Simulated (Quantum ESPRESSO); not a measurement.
# SrO (Fm-3m) in Quantum ESPRESSO: notebook

Runs on SrO. Level: LDA. Tasks: phonons.

Program: Quantum ESPRESSO 7.5. These are calculated values, not measurements. Logs are shortened: lines on timing, memory, paths and dates and some standing lists are left out, and cuts for length are marked.

### 1 Starting point

The structure is cubic, space group Fm-3m (No. 225). The conventional cell has a = 5.133 Å, b = 5.133 Å, c = 5.133 Å, α = 90.00°, β = 90.00°, γ = 90.00°. Sr (site symmetry m-3m) is surrounded by 6 O at 2.57 Å. O (site symmetry m-3m) is surrounded by 6 Sr at 2.57 Å.

### 2 Phonons, LDA

File pw.in:

```
&CONTROL
  calculation = 'scf'
  prefix = 'pwscf'
  outdir = './tmp'
  pseudo_dir = './pseudo'
  tprnfor = .true.
  tstress = .true.
  disk_io = 'low'
/
&SYSTEM
  ibrav = 0
  nat = 2
  ntyp = 2
  ecutwfc = 45
  ecutrho = 360
  nbnd = 14
  occupations = 'smearing'
  smearing = 'fd'
  degauss = 0.00367493
/
&ELECTRONS
  conv_thr = 4d-10
  electron_maxstep = 120
  mixing_beta = 0.5
/
ATOMIC_SPECIES
Sr    87.6200 sr_lda_v1.uspp.F.UPF
O     15.9990 o_lda_v1.2.uspp.F.UPF
CELL_PARAMETERS angstrom
   0.0000000000    2.5663000000    2.5663000000
   2.5663000000    0.0000000000    2.5663000000
   2.5663000000    2.5663000000    0.0000000000
ATOMIC_POSITIONS angstrom
Sr     2.5663000000    2.5663000000    2.5663000000
O      0.0000000000    0.0000000000    0.0000000000
K_POINTS automatic
6 6 6 1 1 1
```

File relax.in:

```
&CONTROL
  calculation = 'vc-relax'
  prefix = 'pwscf'
  outdir = './tmp'
  pseudo_dir = './pseudo'
  tprnfor = .true.
  tstress = .true.
  disk_io = 'low'
  nstep = 40
  forc_conv_thr = 0.0001
  etot_conv_thr = 1d-06
/
&SYSTEM
  ibrav = 0
  nat = 2
  ntyp = 2
  ecutwfc = 45
  ecutrho = 360
  nbnd = 14
  occupations = 'smearing'
  smearing = 'fd'
  degauss = 0.00367493
/
&ELECTRONS
  conv_thr = 4d-10
  electron_maxstep = 120
  mixing_beta = 0.5
/
&IONS
  ion_dynamics = 'bfgs'
/
&CELL
  cell_dynamics = 'bfgs'
  press = 0
  press_conv_thr = 0.2
/
ATOMIC_SPECIES
Sr    87.6200 sr_lda_v1.uspp.F.UPF
O     15.9990 o_lda_v1.2.uspp.F.UPF
CELL_PARAMETERS angstrom
   0.0000000000    2.5663000000    2.5663000000
   2.5663000000    0.0000000000    2.5663000000
   2.5663000000    2.5663000000    0.0000000000
ATOMIC_POSITIONS angstrom
Sr     2.5663000000    2.5663000000    2.5663000000
O      0.0000000000    0.0000000000    0.0000000000
K_POINTS automatic
6 6 6 1 1 1
```

File scf2.in:

```
&CONTROL
  calculation = 'scf'
  prefix = 'pwscf'
  outdir = './tmp'
  pseudo_dir = './pseudo'
  tprnfor = .true.
  tstress = .true.
  disk_io = 'low'
/
&SYSTEM
  ibrav = 0
  nat = 2
  ntyp = 2
  ecutwfc = 45
  ecutrho = 360
  nbnd = 14
  occupations = 'fixed'
/
&ELECTRONS
  conv_thr = 1d-13
  electron_maxstep = 120
  mixing_beta = 0.5
  startingpot = 'file'
  startingwfc = 'file'
/
ATOMIC_SPECIES
Sr    87.6200 sr_lda_v1.uspp.F.UPF
O     15.9990 o_lda_v1.2.uspp.F.UPF
CELL_PARAMETERS angstrom
   0.0000000000    2.5327851466    2.5327851466
   2.5327851466    0.0000000000    2.5327851466
   2.5327851466    2.5327851466    0.0000000000
ATOMIC_POSITIONS angstrom
Sr     2.5327851466    2.5327851466    2.5327851466
O      0.0000000000    0.0000000000    0.0000000000
K_POINTS automatic
6 6 6 1 1 1
```

File ph.in:

```
phonons of SrO
&INPUTPH
  prefix = 'pwscf'
  outdir = './tmp'
  tr2_ph = 1d-18
  fildyn = 'dyn'
  niter_ph = 90
  alpha_mix(1) = 0.7
/
0.1767766953 0.7071067812 0.1767766953
```

Potentials or basis: GBRV 1.5 LDA.

Run with:

```sh
> OMP_NUM_THREADS=1 mpirun -n 4 pw.x -nk 4 -in pw.in > pw.out
> OMP_NUM_THREADS=1 mpirun -n 4 pw.x -nk 4 -in relax.in > relax.out
> OMP_NUM_THREADS=1 mpirun -n 4 pw.x -nk 4 -in scf2.in > scf2.out
> OMP_NUM_THREADS=1 mpirun -n 4 ph.x -nk 4 -in ph.in > ph.out
```

pw.out:

```text
This program is part of the open-source Quantum ESPRESSO suite
     for quantum simulation of materials; please cite
[... 6 lines left out ...]
     using ibrav=0 with symmetry is DISCOURAGED, use correct ibrav instead

     K-points division:     npool     =       4
     Subspace diagonalization in iterative solution of the eigenvalue problem:
     a serial algorithm will be used

     G-vector sticks info
     --------------------
     sticks:   dense  smooth     PW     G-vecs:    dense   smooth      PW
     Sum        1159     583    187                26301     9377    1687

     Using Slab Decomposition

     bravais-lattice index     =            0
     lattice parameter (alat)  =       6.8584  a.u.
     unit-cell volume          =     228.1124 (a.u.)^3
     number of atoms/cell      =            2
     number of atomic types    =            2
     number of electrons       =        16.00
     number of Kohn-Sham states=           14
     kinetic-energy cutoff     =      45.0000  Ry
     charge density cutoff     =     360.0000  Ry
     scf convergence threshold =      4.0E-10
     mixing beta               =       0.5000
     number of iterations used =            8  plain     mixing
     Exchange-correlation= SLA  PZ   NOGX NOGC
                           (   1   1   0   0   0   0   0)

     celldm(1)=   6.858376  celldm(2)=   0.000000  celldm(3)=   0.000000
     celldm(4)=   0.000000  celldm(5)=   0.000000  celldm(6)=   0.000000

     crystal axes: (cart. coord. in units of alat)
               a(1) = (   0.000000   0.707107   0.707107 )
               a(2) = (   0.707107   0.000000   0.707107 )
               a(3) = (   0.707107   0.707107   0.000000 )

     reciprocal axes: (cart. coord. in units 2 pi/alat)
               b(1) = ( -0.707107  0.707107  0.707107 )
               b(2) = (  0.707107 -0.707107  0.707107 )
               b(3) = (  0.707107  0.707107 -0.707107 )

     PseudoPot. # 1 for Sr read from file:
     sr_lda_v1.uspp.F.UPF
     Pseudo is Ultrasoft + core correction, Zval = 10.0
     Generated by new atomic code, or converted to UPF format
     Using radial grid of  883 points,  6 beta functions with:
                l(1) =   0
                l(2) =   0
                l(3) =   1
                l(4) =   1
                l(5) =   2
                l(6) =   2
     Q(r) pseudized with  6 coefficients,  rinner =    1.400   1.400   1.400
                                                       1.400   1.400

     PseudoPot. # 2 for O  read from file:
     o_lda_v1.2.uspp.F.UPF
     Pseudo is Ultrasoft + core correction, Zval =  6.0
     Generated by new atomic code, or converted to UPF format
     Using radial grid of  737 points,  5 beta functions with:
                l(1) =   0
                l(2) =   0
                l(3) =   1
                l(4) =   1
                l(5) =   2
     Q(r) pseudized with  8 coefficients,  rinner =    0.900   0.900   0.900
                                                       0.900   0.900

     atomic species   valence    mass     pseudopotential
     Sr               10.00    87.62000     Sr( 1.00)
     O                 6.00    15.99900     O ( 1.00)

     48 Sym. Ops., with inversion, found

   Cartesian axes

     site n.     atom                  positions (alat units)
         1        Sr     tau(   1) = (   0.7071068   0.7071068   0.7071068  )
         2        O      tau(   2) = (   0.0000000   0.0000000   0.0000000  )

     number of k points=    28  Fermi-Dirac smearing, width (Ry)=  0.0037
                       cart. coord. in units 2pi/alat
        k(    1) = (   0.0589256   0.0589256   0.0589256), wk =   0.0185185
        k(    2) = (   0.1767767   0.1767767  -0.0589256), wk =   0.0555556
        k(    3) = (   0.2946278   0.2946278  -0.1767767), wk =   0.0555556
        k(    4) = (  -0.2946278  -0.2946278   0.4124790), wk =   0.0555556
        k(    5) = (  -0.1767767  -0.1767767   0.2946278), wk =   0.0555556
        k(    6) = (  -0.0589256  -0.0589256   0.1767767), wk =   0.0555556
[... 20 lines left out ...]
        k(   27) = (   0.2946278   0.2946278   0.2946278), wk =   0.0185185
        k(   28) = (  -0.2946278  -0.2946278   0.8838835), wk =   0.0555556

     Dense  grid:    26301 G-vectors     FFT dimensions: (  45,  45,  45)

     Smooth grid:     9377 G-vectors     FFT dimensions: (  30,  30,  30)

     Check: negative core charge=   -0.000002

     Initial potential from superposition of free atoms

     starting charge      15.9730, renormalised to      16.0000

     negative rho (up, down):  6.225E-02 0.000E+00
     Starting wfcs are   17 randomized atomic wfcs

     Self-consistent Calculation

     iteration #  1     ecut=    45.00 Ry     beta= 0.50
     Davidson diagonalization with overlap
     ethr =  1.00E-02,  avg # of iterations =  2.3

     negative rho (up, down):  6.278E-02 0.000E+00

     total energy              =    -102.49130745 Ry
     estimated scf accuracy    <       0.73608864 Ry

     iteration #  2     ecut=    45.00 Ry     beta= 0.50
     Davidson diagonalization with overlap
     ethr =  4.60E-03,  avg # of iterations =  2.0

     negative rho (up, down):  6.349E-02 0.000E+00

     total energy              =    -102.65653314 Ry
     estimated scf accuracy    <       0.63227384 Ry

     iteration #  3     ecut=    45.00 Ry     beta= 0.50
     Davidson diagonalization with overlap
     ethr =  3.95E-03,  avg # of iterations =  1.9

     negative rho (up, down):  6.597E-02 0.000E+00

     total energy              =    -102.77085827 Ry
     estimated scf accuracy    <       0.01334816 Ry

     iteration #  4     ecut=    45.00 Ry     beta= 0.50
     Davidson diagonalization with overlap
     ethr =  8.34E-05,  avg # of iterations =  2.7
[... 46 lines left out ...]
     negative rho (up, down):  6.500E-02 0.000E+00

     total energy              =    -102.77398518 Ry
     estimated scf accuracy    <       0.00000009 Ry

     iteration # 10     ecut=    45.00 Ry     beta= 0.50
     Davidson diagonalization with overlap
     ethr =  5.77E-10,  avg # of iterations =  2.0

     negative rho (up, down):  6.500E-02 0.000E+00

     total energy              =    -102.77398519 Ry
     estimated scf accuracy    <       0.00000026 Ry

     iteration # 11     ecut=    45.00 Ry     beta= 0.50
     Davidson diagonalization with overlap
     ethr =  5.77E-10,  avg # of iterations =  2.0

     negative rho (up, down):  6.500E-02 0.000E+00

     End of self-consistent calculation

          k = 0.0589 0.0589 0.0589 (  1191 PWs)   bands (ev):

   -24.3675  -7.2384  -6.0342  -6.0342  -5.8372   7.4622   7.5995   7.5995
    11.8909  13.7820  14.0159  14.0159  16.3103  16.3103

          k = 0.1768 0.1768-0.0589 (  1168 PWs)   bands (ev):

   -24.3224  -7.8225  -6.1332  -6.0356  -5.3334   6.6193   7.1158   7.4520
    13.1583  13.4514  14.5001  15.0881  16.9777  17.3838

          k = 0.2946 0.2946-0.1768 (  1159 PWs)   bands (ev):

   -24.2520  -8.4264  -6.1877  -6.0865  -4.9129   5.8090   6.6589   6.8957
    13.8314  14.9579  15.8141  16.4135  18.7243  18.8585

          k =-0.2946-0.2946 0.4125 (  1166 PWs)   bands (ev):

   -24.2271  -8.6009  -6.1685  -6.1356  -4.8166   5.5953   6.6038   6.6205
    14.1481  15.3895  16.6940  16.9548  19.6583  19.7255

          k =-0.1768-0.1768 0.2946 (  1163 PWs)   bands (ev):

   -24.2735  -8.2497  -6.1347  -6.1078  -5.0461   6.0497   6.8617   7.0245
    13.4479  14.4121  15.6591  15.9006  17.9473  18.3865

          k =-0.0589-0.0589 0.1768 (  1173 PWs)   bands (ev):

   -24.3434  -7.5650  -6.0842  -6.0690  -5.5312   6.8695   7.4933   7.5430
    12.5406  13.2719  14.5268  14.5984  16.5002  17.0138

          k = 0.2946 0.0589 0.0589 (  1163 PWs)   bands (ev):

   -24.3020  -7.8397  -6.1701  -6.1602  -5.3538   6.3663   7.4346   7.4895
    12.5076  13.3394  15.5507  15.6146  16.8632  17.9196

          k = 0.4125 0.1768-0.0589 (  1167 PWs)   bands (ev):

   -24.2449  -8.1066  -6.3399  -6.2106  -5.2914   6.2552   6.9901   7.3486
    12.4567  14.5703  16.5582  16.6708  18.0678  18.8554

          k =-0.1768-0.4125 0.5303 (  1158 PWs)   bands (ev):

   -24.2079  -8.3038  -6.4556  -6.2656  -5.1491   6.1399   6.8503   6.9321
    13.6055  14.6942  17.0288  17.2797  19.3528  20.4797

          k =-0.0589-0.2946 0.4125 (  1159 PWs)   bands (ev):

   -24.2288  -8.2686  -6.4560  -6.1641  -5.0833   6.0400   6.7074   7.2295
    13.4482  14.6738  16.4109  16.5533  18.9498  19.7951

          k = 0.0589-0.1768 0.2946 (  1161 PWs)   bands (ev):

   -24.2862  -8.0525  -6.2274  -6.0859  -5.1810   6.2293   6.9842   7.3754
    13.0258  13.8836  15.3394  15.9163  17.4771  18.1802

          k = 0.5303 0.0589 0.0589 (  1167 PWs)   bands (ev):

   -24.2135  -7.7557  -6.4512  -6.3525  -5.9272   6.7978   7.4554   7.5139
    11.3337  15.0028  17.4204  17.6671  18.1433  18.7813

          k =-0.0589-0.5303 0.6482 (  1163 PWs)   bands (ev):

   -24.1893  -7.6431  -6.8612  -6.4596  -5.7429   6.9940   7.2218   7.3902
    11.7954  15.7694  16.3144  18.4464  18.7261  20.5376

          k = 0.0589-0.4125 0.5303 (  1164 PWs)   bands (ev):

   -24.1966  -8.0933  -6.7034  -6.3221  -5.2847   6.3457   6.9431   7.1860
    13.4588  14.4805  16.7531  17.6103  19.1861  20.3320

          k = 0.1768-0.2946 0.4125 (  1160 PWs)   bands (ev):

   -24.2280  -8.4506  -6.2822  -6.1548  -4.9620   5.8440   6.6554   6.8797
    13.8051  14.9505  16.6028  16.9066  19.2252  19.6198

          k =-0.6482 0.0589 0.0589 (  1160 PWs)   bands (ev):

   -24.1900  -7.3809  -6.8406  -6.4007  -6.1895   7.2219   7.4814   7.5465
    11.0812  15.6088  17.2806  18.0623  18.7579  19.5070

          k =-0.5303 0.1768-0.0589 (  1166 PWs)   bands (ev):

   -24.2095  -7.9479  -6.5041  -6.3880  -5.5659   6.6679   7.0665   7.3660
    12.0229  15.2098  16.7253  17.7942  18.4438  19.7343

          k =-0.4125 0.0589 0.0589 (  1161 PWs)   bands (ev):

   -24.2544  -7.9161  -6.2800  -6.2683  -5.5188   6.3755   7.4254   7.4821
    11.8237  14.1721  16.7500  16.8041  17.3802  18.3994

          k = 0.1768 0.1768 0.1768 (  1176 PWs)   bands (ev):

   -24.3044  -8.0459  -6.0718  -6.0718  -5.1797   6.3750   7.0671   7.0671
    13.6123  13.8129  15.0304  15.0304  17.5649  17.5649

          k = 0.2946 0.2946 0.0589 (  1164 PWs)   bands (ev):

   -24.2592  -8.2419  -6.3336  -6.0744  -5.0263   6.0031   6.7061   7.2735
    13.5422  14.4245  15.4201  16.3017  18.5180  18.6615

          k =-0.2946-0.2946 0.6482 (  1158 PWs)   bands (ev):

   -24.2111  -8.2707  -6.5904  -6.1754  -5.1044   6.0552   6.7193   7.1789
    14.1164  14.3246  16.6448  16.7286  19.2602  20.6710

          k =-0.1768-0.1768 0.5303 (  1168 PWs)   bands (ev):

   -24.2087  -8.1443  -6.5046  -6.2710  -5.3729   6.4565   6.9569   7.0765
    12.6215  15.2474  16.9057  17.4419  18.9305  20.0053

          k = 0.4125 0.1768 0.1768 (  1165 PWs)   bands (ev):

   -24.2385  -8.2921  -6.2491  -6.2076  -5.1327   6.0870   6.8412   7.0301
    13.0021  14.8774  16.6432  16.7820  18.5181  19.0180

          k =-0.1768-0.4125 0.7660 (  1160 PWs)   bands (ev):

   -24.2031  -8.1045  -6.5679  -6.3939  -5.2764   6.3541   6.9032   7.2372
    13.1698  14.6045  16.6183  17.6857  19.0423  20.6045

          k =-0.0589-0.2946 0.6482 (  1165 PWs)   bands (ev):

   -24.1885  -7.8451  -6.7566  -6.5918  -5.4031   6.5632   7.2018   7.2574
    12.9957  14.4464  16.4682  18.6038  19.1043  20.3460

          k =-0.7660 0.1768 0.1768 (  1149 PWs)   bands (ev):

   -24.1917  -7.9002  -6.8184  -6.3076  -5.5430   6.7034   7.1199   7.1966
    12.4146  15.4945  16.5900  17.8711  18.8637  20.4263

          k = 0.2946 0.2946 0.2946 (  1167 PWs)   bands (ev):

   -24.2400  -8.5874  -6.1085  -6.1085  -4.7889   5.5737   6.6154   6.6154
    14.0842  15.6535  16.3507  16.3507  19.2830  19.2830

          k =-0.2946-0.2946 0.8839 (  1163 PWs)   bands (ev):

   -24.2168  -8.4575  -6.3625  -6.1605  -4.9779   5.8580   6.6707   6.8479
    14.1180  14.7767  16.7368  17.1315  19.4864  20.2754

     the Fermi energy is     9.6614 ev

!    total energy              =    -102.77398523 Ry
     estimated scf accuracy    <          1.3E-10 Ry
     smearing contrib. (-TS)   =      -0.00000000 Ry
     internal energy E=F+TS    =    -102.77398523 Ry

     The total energy is F=E-TS. E is the sum of the following terms:
     one-electron contribution =     -16.03106996 Ry
     hartree contribution      =      16.58207757 Ry
     xc contribution           =     -25.55481156 Ry
     ewald contribution        =     -77.77018127 Ry

     convergence has been achieved in  11 iterations

     negative rho (up, down):  6.500E-02 0.000E+00

     Forces acting on atoms (cartesian axes, Ry/au):

     atom    1 type  1   force =    -0.00000000    0.00000000    0.00000000
     atom    2 type  2   force =     0.00000000   -0.00000000    0.00000000

     Total force =     0.000000     Total SCF correction =     0.000000

     Computing stress (Cartesian axis) and pressure

     negative rho (up, down):  6.500E-02 0.000E+00
          total   stress  (Ry/bohr**3)                   (kbar)     P=      -37.65
  -0.00025593  -0.00000000  -0.00000000          -37.65       -0.00       -0.00
  -0.00000000  -0.00025593  -0.00000000           -0.00      -37.65       -0.00
  -0.00000000  -0.00000000  -0.00025593           -0.00       -0.00      -37.65

=------------------------------------------------------------------------------=
   JOB DONE.
=------------------------------------------------------------------------------=
```

Run time: 3.5 min. Hardware: 4 MPI ranks of Arm Neoverse V2, shared host; peak memory 0.36 GiB.

What came out:

* Free energy: -1398.3264 eV
* Relaxed volume: 16.25 Å³/atom
* Relaxed cell: a = 3.582 Å, b = 3.582 Å, c = 3.582 Å, α = 60.00°, β = 60.00°, γ = 60.00°
* Space group after relaxing (to 0.05 Å): Fm-3m (No. 225)
* Pressure after relaxing: 0.0 GPa
* Highest phonon frequency at the q point run: 331 cm⁻¹

The path:
| step | energy change (eV) | largest force (eV/Å) | pressure (GPa) | volume (Å³) |
| --- | --- | --- | --- | --- |
| 1 | 0.0000 | 0.0000 | -3.76 | 33.80 |
| 2 | -0.0117 | 0.0000 | -2.01 | 33.16 |
| 3 | -0.0157 | 0.0000 | 0.16 | 32.45 |
| 4 | -0.0157 | 0.0000 | -0.01 | 32.50 |
| 5 | -0.0157 | 0.0000 | 0.00 | 32.50 |

Final structure:
```yaml
crystal:
  lattice:
    - [0.00000, 2.53279, 2.53279]
    - [2.53279, 0.00000, 2.53279]
    - [2.53279, 2.53279, 0.00000]
  atoms:
    - { symbol: Sr, position: [0.50000, 0.50000, 0.50000] }
    - { symbol: O, position: [0.00000, 0.00000, 0.00000] }
```

Levels at points of the mesh, in eV from the valence-band top:
```
           k point  band 4  band 5  band 6  band 7  band 8  band 9  band 10  band 11  band 12  band 13
(0.08, 0.08, 0.08)  -13.45  -13.26   -0.13    0.00    0.00    4.59     6.27     6.51     6.51     8.91
```

Phonon frequencies in cm⁻¹ (negative: imaginary):
```tsv
q point	frequencies
(0.625, 0.250, 0.625)	127 173 184 265 299 331
```

Phonon modes at q = (0.625, 0.250, 0.625) in reciprocal lattice units:
```tsv
mode	symmetry	cm⁻¹
1	B_1	127
2	A_1	173
3	B_2	184
4	B_1	265
5	B_2	299
6	A_1	331
```

[end of part 1 of 2]
